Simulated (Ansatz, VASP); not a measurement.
**One calculation of Sr, two programs**

```
CELL_PARAMETERS angstrom
3.70725 -2.12078 -0.00605
3.70725 2.12078 -0.00605
-2.41681 0.00000 3.48327
ATOMIC_POSITIONS crystal
Sr 0.50000 0.50000 0.50000
```

Alike in both runs: functional PBE; k mesh 16 × 16 × 16; occupations gaussian, width 0.1 eV; no spin polarisation.

Ansatz relaxed the structure, and its values are those at the end. VASP's run is a single point on that final structure, the one shown.

|  | VASP | Ansatz |
| --- | --- | --- |
| version | VASP 6.6.1 | Ansatz 0.2.0 |
| potentials or method | VASP PAW PBE potentials, release 64 (Sr_sv) | scalar-relativistic, plane waves, PAW |
| plane-wave cutoff (eV) | 520 | 420 |
| valence electrons in the cell | 10 | 10 |

|  | VASP | Ansatz | Ansatz less VASP |
| --- | --- | --- | --- |
| gap on the k mesh at the Fermi level (eV) | none | none | - |
| pressure (GPa) | 0.0 | 0.0 | -0.01 |

A gap of «none» marks a metal or a gap that the smearing closes.
